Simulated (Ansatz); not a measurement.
BaTiO3:

```
Ba Ti O
1.0
    -3.80268   -0.05658   -0.02182
    -0.02191   -0.03168   -4.13033
    -0.11316   -7.97351   -0.06307
Ba Ti O
2 2 6
Direct
  0.04486 0.90917 0.49511
  0.00815 0.92181 0.02441
  0.45719 0.52057 0.20539
  0.50232 0.47064 0.76225
  0.48144 0.03993 0.24039
  0.45629 0.07298 0.69357
  0.53803 0.54059 0.44980
  0.52906 0.55800 0.03050
  0.98202 0.45740 0.26038
  0.00064 0.50892 0.83819
```

```yaml
Program: Ansatz 0.2.0
Task: relaxation of cell and atoms
Functional: BLYP
Potentials_or_basis: Ansatz PAW
Cutoff: "420 eV (not typed: the program's choice for these potentials)"
k_mesh: 7 × 7 × 4
Occupations: fermi-dirac, width 0.05 eV
Spin: no spin polarisation
```

At the start: volume 12.52 Å³/atom.

Task: Where does the relaxation end?

Result: It ends after 14 steps and the volume is 14.14 Å³/atom (+12.9 %); space group Amm2 (No. 38, to 0.05 Å).

The path:
```csv
step,energy change (eV),largest force (eV/Å),volume (Å³)
1,0.0000,26.6357,125.20
2,-7.4689,10.5628,136.10
3,-10.0427,3.3042,138.22
4,-10.9414,1.0669,138.94
5,-11.0935,0.0332,139.22
6,-11.0937,0.0136,139.30
7,-11.0933,0.0072,139.42
8,-11.1957,0.0117,139.42
9,-11.1958,0.0268,140.92
10,-11.1942,0.0060,141.43
11,-11.1950,0.0041,141.27
12,-11.2026,0.0042,141.27
13,-11.2023,0.0032,141.36
14,-11.2027,0.0033,141.36
```

Final structure:
```
CELL_PARAMETERS angstrom
-3.97246 -0.00182 -0.00108
0.00072 -0.03227 -4.24062
0.00317 -8.39219 -0.06268
ATOMIC_POSITIONS crystal
Ba 0.99994 0.97972 0.49138
Ba 0.99994 0.97973 0.99138
Ti 0.49979 0.46335 0.23313
Ti 0.49983 0.46335 0.73310
O 0.50006 0.03325 0.25235
O 0.50005 0.03325 0.75235
O 0.50007 0.50625 0.51480
O 0.50007 0.50626 0.01481
O 0.00014 0.51742 0.25835
O 0.00012 0.51742 0.75835
```

Caveat: the plane-wave basis is chosen anew once the cell has moved, so the energies of steps on either side of that aren't comparable; the pressure holds a Pulay correction of +0.6 GPa for the finite cutoff; the volume moved by +13 % from the deposited cell, more than functionals usually miss; the PAW data sets come from PBE, with cores solved anew for the run's functional, which leaves a small shift of forces and pressure.
